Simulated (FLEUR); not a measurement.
# CaF2 (Fluorite) under changes of volume

One of the cells (13.579 Å³/atom); the others are scaled copies at fixed shape and fractional positions:

```
Ca F
1.0
     0.00000    2.73100    2.73100
     2.73100    0.00000    2.73100
     2.73100    2.73100    0.00000
Ca F
1 2
Direct
  0.00000 0.00000 0.00000
  0.75000 0.75000 0.75000
  0.25000 0.25000 0.25000
```

| Item | Value |
| --- | --- |
| Program | FLEUR MaX-R8.1 (later development tree) |
| Functional | SCAN |
| Potentials or basis | all-electron |
| Basis | FLAPW |
| Kmax | 4.32 1/bohr |
| k mesh | 8 × 8 × 8 |
| Occupations | fermi-dirac, width 0.05 eV |
| Spin | no spin polarisation |

| volume (Å³/atom) | energy over the lowest point (meV/atom) | gap on the mesh (eV) |
| --- | --- | --- |
| 12.764 | 4.84 | 8.31 |
| 13.036 | 0.00 | 8.20 |
| 13.579 | 0.02 | 8.00 |
| 14.122 | ? | ? |
| 14.394 | 20.21 | 7.70 |

Problem. What does the run at 14.122 Å³/atom give?

Solution. Energy over the lowest point 10.87 meV/atom; gap on the mesh 7.80 eV.

Worked out: A Birch-Murnaghan fit of order 2 (a polynomial in V^(-2/3)) to the other rows has its minimum at 13.30 Å³/atom with B0 = V·E''(V) = 88 GPa. It gives 11.14 meV/atom at 14.122 Å³/atom, against the run's 10.87. A straight line through the other rows of the gap, of slope -5.06 eV per unit of ln V, gives 7.80 eV, against the run's 7.80.

Energies are extrapolated to zero smearing.

Caveats: the meta-GGA is that of a development version, with a GGA for the radial functions and cores and without core tails.

A mesh can miss the band edges.
